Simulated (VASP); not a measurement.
Runs of VASP 6.6.1 on Ir. The structure is hexagonal, space group P6/mmm (No. 191). The conventional cell has a = 4.452 Å, b = 4.452 Å, c = 2.755 Å, α = 90.00°, β = 90.00°, γ = 120.00°. Ir (site symmetry 6/mmm) has 14 Ir at 2.75 to 2.92 Å as nearest neighbours. Ir (site symmetry -6m2) is surrounded by 11 Ir at 2.57 to 2.92 Å. This isn't the form of Ir at room conditions, which is fcc.

```tsv
cell	k mesh	gap on the mesh (eV)	pressure (GPa)
P6/mmm, 15.76 Å³/atom	11 × 11 × 15	none	2.1
P6/mmm, 13.87 Å³/atom	9 × 9 × 13	none	51.5
P6/mmm, 16.39 Å³/atom	9 × 9 × 13	none	-7.8
P6/mmm, 15.13 Å³/atom	9 × 9 × 13	none	(a)
```

Alike in all rows: task single point; level BLYP; potentials or basis VASP PAW PBE potentials, release 64 (Ir); no spin polarisation; cutoff (eV) 520; smearing fermi-dirac 0.1 eV.

**Question.** Fill in the values left out.

**Answer.** (a) 14.7.

Caveats: the PAW data sets were made with another functional, which shifts forces and pressure a little; a pressure of tens of GPa on the cell as given is suspect, and the run, the potentials or the cell itself is likely at fault (some runs).

A k mesh can miss the band edges, and the runs leave out spin-orbit coupling on Ir.

A gap of «none» marks a metal or a gap under the smearing width.
